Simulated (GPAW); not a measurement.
Crystal: SiNi.

```
Ni Si
1.0
     4.50369    0.00000    0.00000
     0.00000    4.50369    0.00000
     0.00000    0.00000    4.50369
Ni Si
4 4
Direct
  0.14950 0.14950 0.14950
  0.64950 0.35050 0.85050
  0.85050 0.64950 0.35050
  0.35050 0.85050 0.64950
  0.84683 0.84683 0.84683
  0.34683 0.65317 0.15317
  0.15317 0.34683 0.65317
  0.65317 0.15317 0.34683
```

The cell is a database's computed one.

Base run:

| Quantity | Value |
| --- | --- |
| Program | GPAW 26.7.0 |
| Functional | PBEsol |
| Potentials or basis | PAW data sets generated in the run's folder for this functional |
| Cutoff | 600 eV |
| Basis | pw |
| k mesh | 5 × 5 × 5 |
| Occupations | fermi-dirac, width 0.05 eV |
| Spin | collinear spin, ferromagnetic start |
| Starting moments | [1.0, 1.0, 1.0, 1.0, 0.0, 0.0, 0.0, 0.0] μB |

Its results: pressure -2.5 GPa; net moment 0.00 μB per cell; largest force 0.042 eV/Å.

Question: The run is repeated on the same cell with these changes: hubbard terms from none to Ni d U = 1 eV. What comes out?

Answer: Pressure -3.5 GPa; net moment 0.00 μB per cell; largest force 0.044 eV/Å.

Caveats: the stock nickel data set gives pressures a few GPa off other programs; the U is typed as a test and isn't derived for this compound (some runs).

Not every run made on this cell is shown here.
